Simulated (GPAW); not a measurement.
SrO in GPAW: convergence with density grid spacing (A)

The system is SrO.

```xyz
2
Lattice="0.0000 2.5663 2.5663 2.5663 0.0000 2.5663 2.5663 2.5663 0.0000" Properties=species:S:1:pos:R:3 pbc="T T T"
Sr    2.5663    2.5663    2.5663
O     0.0000    0.0000    0.0000
```

- Program: GPAW 26.7.0
- Task: convergence study
- Functional: PBE
- Potentials or basis: GPAW PAW data sets (gpaw-data 1.2.1)
- Cutoff: 800 eV
- Basis: pw
- Grid spacing: 0.24 Å
- k mesh: 9 × 9 × 9
- Occupations: fermi-dirac, width 0.05 eV
- Spin: no spin polarisation

These are the settings of the first run; the series varies density grid spacing (A), with any setting tied to it.

Hardware: 1 thread of Arm Neoverse V2, on a shared host.

The values tried are 0.24, 0.2, 0.17, 0.15, 0.13, 0.11, 0.09, loosest first. From which on does the energy stay within 1 meV/atom of the tightest run that finished?

From 0.17 on.

```
density grid spacing (A)  energy less the tightest run, at zero smearing (meV/atom)  pressure (GPa)  gap on the mesh (eV)  SCF cycles  CPU time (s)  peak memory (GiB)
                    0.24                                                       2.08            3.04                 3.410          10           7.4               0.15
                     0.2                                                      -3.27            3.96                 3.417          10             9               0.16
                    0.17                                                      -0.13            3.83                 3.417          10            14               0.16
                    0.15                                                      -0.11            3.83                 3.417          10            14               0.17
                    0.13                                                      -0.07            3.83                 3.417          10            20               0.17
                    0.11                                                      -0.02            3.83                 3.417          10            39                0.2
                    0.09                                                       0.00            3.83                 3.417          10            60               0.25
```

Against the tightest run, the pressure stays within 0.1 GPa from 0.17 on; the gap on the mesh stays within 0.01 eV from 0.24 on. The tightest run that finished is the yardstick and may itself not be fully converged.

Caveat, for the tightest run too: an odd mesh through Γ misses points on the zone boundary, where band edges often lie.
